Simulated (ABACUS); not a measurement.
The system is Si.

```xyz
2
Lattice="0.0000 2.7219 2.7219 2.7219 0.0000 2.7219 2.7219 2.7219 0.0000" Properties=species:S:1:pos:R:3 pbc="T T T"
Si    2.7219    2.7219    2.7219
Si    4.0828    4.0828    4.0828
```

Base run:

| Item | Value |
| --- | --- |
| Program | ABACUS 3.10.1 |
| Functional | PW91 |
| Potentials or basis | Ansatz NC PBE |
| Cutoff | 490 eV |
| Density cutoff | 1959 eV |
| Basis | plane waves |
| k mesh | 6 × 6 × 6 |
| Occupations | fermi-dirac, width 0.05 eV |
| Spin | no spin polarisation |

Its results: band gap on the k mesh 0.73 eV, indirect (least direct gap 2.57 eV); pressure 1.6 GPa.

After a change of settings the same cell gave: band gap on the k mesh 0.54 eV, indirect (least direct gap 2.46 eV); pressure -1.5 GPa. Which change was it?
A. functional from PW91 to LDA-PW92; potentials or basis from Ansatz NC PBE to PseudoDojo NC SR 0.4.1 LDA stringent; cutoff from 490 eV to 449 eV; density cutoff from 1959 eV to 1796 eV
B. functional from PW91 to revPBE; potentials or basis from Ansatz NC PBE to GBRV ultrasoft 1.5 PBE; cutoff from 490 eV to 544 eV; density cutoff from 1959 eV to 4354 eV
C. functional from PW91 to SOGGA; potentials or basis from Ansatz NC PBE to PseudoDojo NC SR 0.4.1 PBEsol standard
D. functional from PW91 to rPW86PBE; potentials or basis from Ansatz NC PBE to SPMS ONCV 1.0 PBE; cutoff from 490 eV to 816 eV; density cutoff from 1959 eV to 3265 eV

C.

Caveats: the potentials were made for another functional, which shifts forces and pressure.

Not every run made on this cell is shown here.
